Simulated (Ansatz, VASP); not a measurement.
## TiO2: VASP beside Ansatz

Aim: how closely do two programs agree when they are given the same cell, functional and k mesh? The cell is taken from a series of runs on this material, whose earlier steps may have relaxed, scaled, displaced or heated it; both programs get it as it stands.

Method: plane waves, with VASP 6.6.1 beside it; single point at LDA, in Ansatz 0.2.0.

## 1. The structure

Symmetry: P3_121, No. 152, trigonal system. Conventional cell: a = 5.291 Å, b = 5.291 Å, c = 6.133 Å, α = 90.00°, β = 90.00°, γ = 120.00°. Nearest to Ti lie 4 O at 1.79 to 1.80 Å. O has 2 Ti at 1.79 to 1.80 Å nearest. Farther neighbours and most contacts between anions are not listed.

## 2. Ansatz: single point, LDA

Ansatz runs on its default PAW (the set named soft_2) files.

A single point gives forces, pressure and levels at one fixed geometry, so differences don't come from the geometry; what else differs is listed under the comparison.

File input.yaml:

```yaml
crystal:
  lattice:
    - [5.291, 0.0, 0.0]
    - [-2.6455, 4.5821404114, 0.0]
    - [0.0, 0.0, 6.133]
  atoms:
    - { symbol: Ti, position: [0.4584369692, 0.0, 0.3333333333] }
    - { symbol: Ti, position: [0.0, 0.4584369692, 0.6666666667] }
    - { symbol: Ti, position: [0.5415630308, 0.5415630308, 0.0] }
    - { symbol: O, position: [0.4119210658, 0.2878300503, 0.2237616203] }
    - { symbol: O, position: [0.7121699497, 0.1240910155, 0.5570949537] }
    - { symbol: O, position: [0.8759089845, 0.5880789342, 0.890428287] }
    - { symbol: O, position: [0.2878300503, 0.4119210658, 0.7762383797] }
    - { symbol: O, position: [0.1240910155, 0.7121699497, 0.4429050463] }
    - { symbol: O, position: [0.5880789342, 0.8759089845, 0.109571713] }
kpoints:
  mp_grid: { grid: [6, 6, 4] }
  band_path:
    path:
      - [[0.0, 0.0, 0.0], [0.5, 0.0, 0.0], [0.33333333, 0.33333333, 0.0], [0.0, 0.0, 0.0], [0.0, 0.0, 0.5], [0.5, 0.0, 0.5], [0.33333333, 0.33333333, 0.5], [0.0, 0.0, 0.5]]
      - [[0.5, 0.0, 0.5], [0.5, 0.0, 0.0]]
      - [[0.33333333, 0.33333333, 0.5], [0.33333333, 0.33333333, 0.0]]
    npoints: 10
hamiltonian:
  xc: lda
scf:
  occupations: { method: fermi_dirac, width: 0.02 }
  n_extra_bands: 7
output:
  eigenvalues: true
  forces: true
  stress: true
  write_density: true
  write_potential: true
  elf: true
  volumetric_format: npy
```

The run is started by

```console
> ansatz run input.yaml --threads 3 --pin off --max-ram 92160MiB --backend cuda --devices 1 --max-vram 13GiB --events-out ev --progress --plain --runs-dir out
```

Numbers of over 12 decimals in the logs are rounded to 6 here.

Log:

```text
scf.n_extra_bands = 7 over 36 filled bands (N_el = 72.0): the run solves 43 bands
GPUs: using 1 of 1 available (devices: 1).
Engine: ansatz 0.2.0, x86_64-unknown-linux-gnu
Pseudopotentials: kind: paw
Pseudopotential: Ti, paw, valence charge 12, recommended cutoff 420 eV (normal), Ti.paw.azcp
Pseudopotential: O, paw, valence charge 6, recommended cutoff 420 eV (normal), O.paw.azcp
Functional definition: SPW92
  exchange = slater_x
  correlation = pw_c
device memory: the entry about to start is reckoned to put 2.3 GiB on a device that reports 65.7 GiB free (of which the cap on the GPU budget leaves the run 13.0 GiB)
GPU FFT provider: cuFFT
GPU libraries: cuBLAS 13.8.2, cuFFT 12.4.0, cuSOLVER 12.3.4
Crystal: 9 atoms, lattice volume = 148.689 Å³
Basis set: ecut = 420 eV, 2943 PW (Γ)
Bands: 43, of which v1, the nominal top of the filled ones, is band 36 counted from 1 (35 counted from 0)
Symmetry: 6 space group operations
Space group: P3121 (ITA 152), of the structure as read, at distance tolerance 5.3e-5 Å
k-points: 24 of 144 (time reversal used)
Non-local potential: Ti, projectors of the file, l = 0: 3, l = 1: 2, l = 2: 3, l = 3: 1
Non-local potential: O, projectors of the file, l = 0: 2, l = 1: 2, l = 2: 1
PAW form: soft (Blöchl's): semilocal exchange-correlation on the pseudo side does not see the compensation charge
PAW frozen core: Ti, regenerated for the run's functional, and the local potential with it (the file was generated under x = pbe(κ = 0.804, μ = 0.219515), c = pbe(β = 0.066725))
PAW frozen core: O, regenerated for the run's functional, and the local potential with it (the file was generated under x = pbe(κ = 0.804, μ = 0.219515), c = pbe(β = 0.066725))
PAW one-centre angular grid: Ti, 590 points (default); XC on 64 Gauss nodes
PAW one-centre angular grid: O, 110 points (default); XC on 64 Gauss nodes
Initial density: superposition of atomic densities (neutral atoms: chi_scale 0, normalization atom), corrected by the library's trained network
Initial wavefunctions: pseudopotential atomic-orbital guess
GPU buffer pool allocated for 58320 grid points (all kernels)
GPU transforms: local potential and band sums: pruned to the plane-wave sphere, on 36×36×45
Functional: x = slater, c = lda
SCF iter   1: F=—  HF=-10693.871278 eV  |F-HF|=—  |Δ(HF+E_count)|=         —  Δρ=1.52e-2  dr2=3.31e-1  ethr=1.77e-3  ⟨swp⟩=6.0  Hψ=4276  notcnv=0
preconditioner: auto → Resta (q_TF=auto, 2.418 Å⁻¹)  ε∞=5.7  [insulator: Δε(μ)=3.455 eV  Ē_g=9.731 eV  σ=0.020 eV  W_gap=1.00  n_scr=28 (ndim 8)  ℏωp=21.1 eV  f_vac=0.249  D(μ)=0.00/eV (n_scr^D=0)  ε∞_Penn≈5.7]
SCF iter   2: F=—  HF=-10693.820650 eV  |F-HF|=—  |Δ(HF+E_count)|=   5.06e-2  Δρ=9.08e-3  dr2=9.13e-2  ethr=4.60e-4  ⟨swp⟩=2.2  Hψ=2010  notcnv=0  defer=24
SCF iter   3: F=—  HF=-10693.802298 eV  |F-HF|=—  |Δ(HF+E_count)|=   1.84e-2  Δρ=2.59e-3  dr2=7.35e-3  ethr=1.27e-4  ⟨swp⟩=2.5  Hψ=1602  notcnv=0  defer=24
SCF iter   4: F=—  HF=-10693.800462 eV  |F-HF|=—  |Δ(HF+E_count)|=   1.84e-3  Δρ=5.73e-4  dr2=5.31e-4  ethr=1.02e-5  ⟨swp⟩=2.9  Hψ=1941  notcnv=0  defer=24
SCF iter   5: F=—  HF=-10693.799904 eV  |F-HF|=—  |Δ(HF+E_count)|=   5.58e-4  Δρ=1.33e-4  dr2=2.60e-5  ethr=7.37e-7  ⟨swp⟩=2.0  Hψ=1390  notcnv=0  defer=24
SCF iter   6: F=—  HF=-10693.800337 eV  |F-HF|=—  |Δ(HF+E_count)|=   4.33e-4  Δρ=5.01e-5  dr2=3.98e-6  ethr=3.61e-8  ⟨swp⟩=2.0  Hψ=1410  notcnv=0  defer=24
SCF iter   7: F=—  HF=-10693.800337 eV  |F-HF|=—  |Δ(HF+E_count)|=   5.63e-8  Δρ=6.41e-6  dr2=1.29e-7  ethr=5.53e-9  ⟨swp⟩=2.2  Hψ=1457  notcnv=0  defer=24
SCF iter   8: F=-10693.800337 eV  HF=-10693.800337 eV  |F-HF|=1.94e-9  |Δ(HF+E_count)|=   4.74e-8  Δρ=2.53e-6  dr2=1.35e-8  ethr=1.39e-10  ⟨swp⟩=16.8  Hψ=10436  notcnv=0
SCF 1 converged in 8 iterations: F = -10693.800337 eV  dr2 = 1.35e-8
  greatest PAW one-centre occupation: 0.999 electrons in one spin orbital (limit 2), on the Ti atom at site 0 (counted from 0), in its partial waves of l = 0
device memory: the entry about to start is reckoned to put 2.6 GiB on a device that reports 50.2 GiB free (of which the cap on the GPU budget leaves the run 13.0 GiB)
NSCF: frozen V_eff on 93 k-points
SCF converged after 8 iterations
Free energy (F): -10693.800337 eV
Harris-Foulkes:  -10693.800337 eV  (|F-HF|=1.94e-9)
Internal energy: -10693.800337 eV  (E = F + TS)
E sigma→0 (E₀):  -10693.800337 eV
Fermi energy:    3.760334 eV
--- Per-component energies (eV) ---
  E_band       = -995.039915
  E_kinetic    = 1864.518424
  E_local      = -7276.152532  (includes V_loc(G=0)·N_el)
  E_nonlocal   = 322.738947
  E_hartree    = 2872.459511
  E_xc         = -723.188839
  E_vxc        = -921.959365  (∫ρ·V_xc dr)
  E_paw        = -3875.644100  (= ΣΔE_a)
  E_vpaw       = -729.122772  (= ΣTr[D̂ρ^β])
  E_aug_tail   = 0.015194  (compensation charges beyond the density's cutoff)
  E_ewald      = -3880.106322
  E_core_change = 1.559380  (= ΣΔE_core)
  E_smearing   = -0.000000  (= −TS)
  E_closure    = -0.000000  (closes the sum)
  Σ components = -10693.800337   (vs F -10693.800337, Δ=0.00e0)
--- Forces (eV/Å), atoms counted from 1 ---
  atom   1  Ti    -0.00286162     0.00000000     0.00000000
  atom   2  Ti     0.00143081    -0.00247823     0.00000000
  atom   3  Ti     0.00143081     0.00247823    -0.00000000
  atom   4  O     -0.00192527     0.00048365     0.00212936
  atom   5  O      0.00054378    -0.00190916     0.00212936
  atom   6  O      0.00138149     0.00142551     0.00212936
  atom   7  O      0.00138149    -0.00142551    -0.00212936
  atom   8  O     -0.00192527    -0.00048365    -0.00212936
  atom   9  O      0.00054378     0.00190916    -0.00212936
  max |Σ_I F_I| component: 8.11e-17 eV/Å
--- Stress (GPa, compression-positive) ---
        0.866447       0.000000      -0.000000
        0.000000       0.866447       0.000000
       -0.000000       0.000000      -1.417323
  P = ⅓ Tr σ = 0.1052 GPa (1.052 kbar)
--- Band table (eV; the first three rows and the last of 24) ---
  k-point 0: bands = [... 32 lower, 1.0139, 1.5731, 1.6286, 1.6286, 5.7633, 6.2332, 6.2332, 6.5773, ... 3 higher]
  k-point 1: bands = [... 32 lower, 1.3135, 1.6735, 1.7171, 1.7805, 5.7880, 5.9250, 6.2158, 6.4338, ... 3 higher]
  k-point 2: bands = [... 32 lower, 1.2818, 1.8453, 1.8453, 1.8507, 5.5726, 6.0985, 6.0985, 6.3082, ... 3 higher]
  k-point 23: bands = [... 32 lower, 1.1484, 1.4119, 1.4119, 1.6459, 6.4895, 6.4895, 6.5121, 6.8523, ... 3 higher]
```

## 3. VASP: single point, LDA

The same cell, functional (in two slightly different forms), mesh and smearing now go to VASP, with its own data sets.

Lines of VASP's logs that name or quote its potential files are left out, and so is its time.

File INCAR:

```
SYSTEM = TiO2
PREC = Accurate
ENCUT = 600
EDIFF = 1E-06
NELM = 120
ISMEAR = -1
SIGMA = 0.02
LREAL = .FALSE.
ALGO = Normal
GGA = PW92
NBANDS = 45
LASPH = .TRUE.
LORBIT = 11
LWAVE = .FALSE.
LCHARG = .FALSE.
ISIF = 2
GGA_COMPAT = .FALSE.
EFERMI = MIDGAP
KPAR = 2
```

File POSCAR:

```
TiO2
1.0
    5.2910000000      0.0000000000      0.0000000000
   -2.6455000000      4.5821404114      0.0000000000
    0.0000000000      0.0000000000      6.1330000000
Ti O
3 6
Direct
    0.4584369692      0.0000000000      0.3333333333
    0.0000000000      0.4584369692      0.6666666667
    0.5415630308      0.5415630308      0.0000000000
    0.4119210658      0.2878300503      0.2237616203
    0.7121699497      0.1240910155      0.5570949537
    0.8759089845      0.5880789342      0.8904282870
    0.2878300503      0.4119210658      0.7762383797
    0.1240910155      0.7121699497      0.4429050463
    0.5880789342      0.8759089845      0.1095717130
```

File KPOINTS:

```
Automatic mesh
0
Gamma
6 6 4
0 0 0
```

The projector-augmented-wave data sets are Ti_sv and O (LDA family, release 64).

The run is started by

```console
> mpirun -np 2 vasp_std
```

Log:

```text
[banner, memory and clock lines left out]
running    2 mpi-ranks, on    1 nodes
 distrk:  each k-point on    1 cores,    2 groups
 distr:  one band on    1 cores,    1 groups

 POSCAR found type information on POSCAR TiO
 POSCAR found :  2 types and       9 ions
|                                                                             |
|               ----> ADVICE to this user running VASP <----                  |
|                                                                             |
|     You enforced a specific xc type in the INCAR file but a different       |
|     [... a line on the potential file left out ...]
|     I HOPE YOU KNOW WHAT YOU ARE DOING!                                     |
|                                                                             |

 LDA part: xc-table for (Slater(with rela. corr.)+PW92), standard interpolation
 POSCAR, INCAR and KPOINTS ok, starting setup
 FFT: planning ... GRIDC
 FFT: planning ... GRID_SOFT
 FFT: planning ... GRID
 WAVECAR not read
 entering main loop
       N       E                     dE             d eps       ncg     rms          rms(c)
DAV:   1     0.110395504060E+04    0.11040E+04   -0.39570E+04  2208   0.190E+03
DAV:   2     0.909327319067E+02   -0.10130E+04   -0.97590E+03  2385   0.557E+02
DAV:   3    -0.947051315516E+02   -0.18564E+03   -0.18379E+03  2935   0.220E+02
DAV:   4    -0.108714368341E+03   -0.14009E+02   -0.13989E+02  3400   0.601E+01
DAV:   5    -0.109555513514E+03   -0.84115E+00   -0.84085E+00  3235   0.116E+01    0.442E+01
DAV:   6    -0.874328231222E+02    0.22123E+02   -0.18221E+02  3407   0.102E+02    0.181E+01
DAV:   7    -0.866249654214E+02    0.80786E+00   -0.40739E+01  3147   0.401E+01    0.124E+01
DAV:   8    -0.863830771974E+02    0.24189E+00   -0.45878E+00  2864   0.179E+01    0.316E+00
DAV:   9    -0.863105946850E+02    0.72483E-01   -0.88980E-01  3089   0.699E+00    0.130E+00
DAV:  10    -0.863169705403E+02   -0.63759E-02   -0.15372E-01  3016   0.334E+00    0.623E-01
DAV:  11    -0.863154355978E+02    0.15349E-02   -0.26648E-02  2807   0.142E+00    0.149E-01
DAV:  12    -0.863156209000E+02   -0.18530E-03   -0.13694E-03  2888   0.219E-01    0.432E-02
DAV:  13    -0.863156012556E+02    0.19644E-04   -0.23094E-04  3194   0.996E-02    0.108E-02
DAV:  14    -0.863156021945E+02   -0.93882E-06   -0.15139E-05  2912   0.242E-02    0.771E-03
DAV:  15    -0.863156021362E+02    0.58273E-07   -0.27897E-06  1876   0.914E-03
   1 F= -.86315602E+02 E0= -.86315602E+02  d E =0.000000E+00
```

From OUTCAR (step 3):

```text
ion  position               nearest neighbor table
   1  0.458  0.000  0.333-   4 1.79   8 1.79   9 1.80   5 1.80
   2  0.000  0.458  0.667-   5 1.79   7 1.79   6 1.80   8 1.80
   3  0.542  0.542  0.000-   9 1.79   6 1.79   4 1.80   7 1.80
   4  0.412  0.288  0.224-   1 1.79   3 1.80
   5  0.712  0.124  0.557-   2 1.79   1 1.80
   6  0.876  0.588  0.890-   3 1.79   2 1.80
   7  0.288  0.412  0.776-   2 1.79   3 1.80
   8  0.124  0.712  0.443-   1 1.79   2 1.80
   9  0.588  0.876  0.110-   3 1.79   1 1.80

  LATTYP: Found a hexagonal cell.
 ALAT       =     5.2910000000
 C/A-ratio  =     1.1591381591

 Subroutine GETGRP returns: Found  6 space group operations
 (whereof  2 operations were pure point group operations)

The static configuration has the point symmetry C_2 .
 The point group associated with its full space group is D_3 .

 Found     24 irreducible k-points:

   k-points           NKPTS =     24   k-points in BZ     NKDIM =     24   number of bands    NBANDS=     45

   dimension x,y,z NGX =    42 NGY =   42 NGZ =   50
   dimension x,y,z NGXF=    84 NGYF=   84 NGZF=  100

   ENCUT  =  600.0 eV  44.10 Ry    6.64 a.u.  10.57 10.57 12.25*2*pi/ulx,y,z

   NELECT =      72.0000    total number of electrons

 k-points in reciprocal lattice and weights: Automatic mesh
   0.00000000  0.00000000  0.00000000       0.007
   0.16666667  0.00000000  0.00000000       0.042
   0.33333333  0.00000000  0.00000000       0.042
   0.50000000  0.00000000  0.00000000       0.021
   0.16666667  0.16666667  0.00000000       0.042
   0.33333333  0.16666667  0.00000000       0.083
   0.33333333  0.33333333  0.00000000       0.014
   0.00000000  0.00000000  0.25000000       0.014
   0.16666667  0.00000000  0.25000000       0.042
[...]
0.33333333  0.16666667  0.50000000       0.083
   0.33333333  0.33333333  0.50000000       0.014

 average (electrostatic) potential at core
       1 -79.7922       2 -79.7922       3 -79.7923       4 -74.8086       5 -74.8086
       6 -74.8086       7 -74.8086       8 -74.8086       9 -74.8086

 E-fermi :   1.0616

 k-point     1 :       0.0000    0.0000    0.0000
  band No.  band energies     occupation
    ...
     32      -1.6569      2.00000
     33      -1.6569      2.00000
     34      -1.0961      2.00000
     35      -1.0397      2.00000
     36      -1.0397      2.00000
     37       3.0670      0.00000
     38       3.5355      0.00000
     39       3.5355      0.00000
     40       3.8809      0.00000
     41       3.8809      0.00000
    ...

 k-point     2 :       0.1667    0.0000    0.0000
  band No.  band energies     occupation
    ...
     32      -1.6119      2.00000
     33      -1.4088      2.00000
     34      -1.1808      2.00000
     35      -1.1503      2.00000
     36      -0.9944      2.00000
     37       3.1360      0.00000
     38       3.4425      0.00000
     39       3.5263      0.00000
     40       3.8253      0.00000
     41       3.9528      0.00000
    ...

 k-point     3 :       0.3333    0.0000    0.0000
  band No.  band energies     occupation
    ...
     32      -1.5552      2.00000
     33      -1.4780      2.00000
     34      -1.3953      2.00000
     35      -1.0771      2.00000
     36      -0.8397      2.00000
     37       3.1812      0.00000
     38       3.2652      0.00000
     39       3.5251      0.00000
     40       3.9279      0.00000
     41       4.2930      0.00000
    ...

  Total        1.4957026      1.4957026     -0.5185596      0.0000000     -0.0000000     -0.0000000
  in kB       16.1167215     16.1167215     -5.5876621      0.0000000     -0.0000000     -0.0000000
  external PRESSURE =       8.8819270 kB  Pullay stress =       0.0000000 kB

  energy-cutoff  :      600.00
  volume of cell :      148.69
      direct lattice vectors                 reciprocal lattice vectors
     5.291000000  0.000000000  0.000000000     0.189000189  0.109119310  0.000000000
    -2.645500000  4.582140411  0.000000000     0.000000000  0.218238620  0.000000000
     0.000000000  0.000000000  6.133000000     0.000000000  0.000000000  0.163052340

 POSITION                                       TOTAL-FORCE (eV/Angst)
 -----------------------------------------------------------------------------------
      2.42559      0.00000      2.04433        -0.002484     -0.000000      0.000000
     -1.21280      2.10062      4.08867         0.001242     -0.002151      0.000000
      1.43270      2.48152      0.00000         0.001242      0.002151      0.000000
      1.41802      1.31888      1.37233        -0.074001      0.017339      0.045405
      3.43981      0.56860      3.41666         0.021985     -0.072757      0.045405
      3.07867      2.69466      5.46100         0.052016      0.055418      0.045405
      0.43317      1.88748      4.76067         0.052016     -0.055418     -0.045405
     -1.22748      3.26326      2.71634        -0.074001     -0.017339     -0.045405
      0.79431      4.01354      0.67200         0.021985      0.072757     -0.045405
 -----------------------------------------------------------------------------------
    total drift:                               -0.000005     -0.000009      0.000000

  FREE ENERGIE OF THE ION-ELECTRON SYSTEM (eV)
  ---------------------------------------------------
  free  energy   TOTEN  =       -86.3156021362 eV

  energy  without entropy=      -86.3156021362  energy(sigma->0) =      -86.31560214

 total charge
# of ion       s       p       d       tot
------------------------------------------
    1        2.273   6.320   2.043  10.636
    2        2.273   6.320   2.043  10.636
    3        2.273   6.320   2.043  10.636
    4        1.567   3.475   0.000   5.042
    5        1.567   3.475   0.000   5.042
    6        1.567   3.475   0.000   5.042
    7        1.567   3.475   0.000   5.042
    8        1.567   3.475   0.000   5.042
    9        1.567   3.475   0.000   5.042
--------------------------------------------------
tot         16.224  39.808   6.128  62.160

[... 3 further parts left out ...]
```

The run ends at a pressure of 0.89 GPa, with forces up to 0.089 eV/Å.

## 4. Side by side

Known differences besides the potentials themselves: the cutoff is 420 eV in Ansatz and 600 eV in VASP; VASP's log shows a relativistic correction to its local exchange, Ansatz's none. Total energies have different zeros and are not compared.

Both answers:

| quantity | Ansatz | VASP | difference |
| --- | --- | --- | --- |
| pressure (GPa) | 0.11 | 0.89 | -0.78 |
| gap on the k mesh (eV) | 3.654 | 3.625 | +0.029 |

Forces (eV/Å; atoms numbered as in POSCAR):

```
atom         Ansatz x, y, z            VASP x, y, z
 Ti1   -0.003, 0.000, 0.000    -0.002, 0.000, 0.000
 Ti2   0.001, -0.002, 0.000    0.001, -0.002, 0.000
 Ti3    0.001, 0.002, 0.000     0.001, 0.002, 0.000
  O4   -0.002, 0.000, 0.002    -0.074, 0.017, 0.045
  O5   0.001, -0.002, 0.002    0.022, -0.073, 0.045
  O6    0.001, 0.001, 0.002     0.052, 0.055, 0.045
  O7  0.001, -0.001, -0.002   0.052, -0.055, -0.045
  O8  -0.002, 0.000, -0.002  -0.074, -0.017, -0.045
  O9   0.001, 0.002, -0.002    0.022, 0.073, -0.045
```

The forces differ by 40 meV/Å r.m.s., where the r.m.s. force is 0.002 eV/Å in Ansatz and 0.042 eV/Å in VASP: the atoms lie near their places of rest in Ansatz, so a percentage would say little (all taken over all components). A gap on the mesh is an upper bound, since the band edges may lie between its points.

## 5. Results

* r.m.s. force difference (single point, LDA): 40 meV/Å
* difference in pressure (single point, LDA): -0.78 GPa

What this shows: The r.m.s. force difference is 40 meV/Å (single point, LDA), beyond the 12 meV/Å picked in this series as the mark of a large difference. What causes the difference of the single point, LDA pair stays open here. 1 further run of this series is not shown here. How closely two codes agree says nothing of how well the functional describes the real material.

[Lines on the potential files, build, host, timing and source positions are cut from VASP's logs without a mark.]

[Logs are printed without paths, hosts, clocks, repeated set-up lines and the standing remarks that a program may print on its own settings, such as how far it seeks lower states.]

[Hosts, paths, dates, database ids (printed as entryN), source tags and the programs' standing remarks are cut or masked in the printed files.]
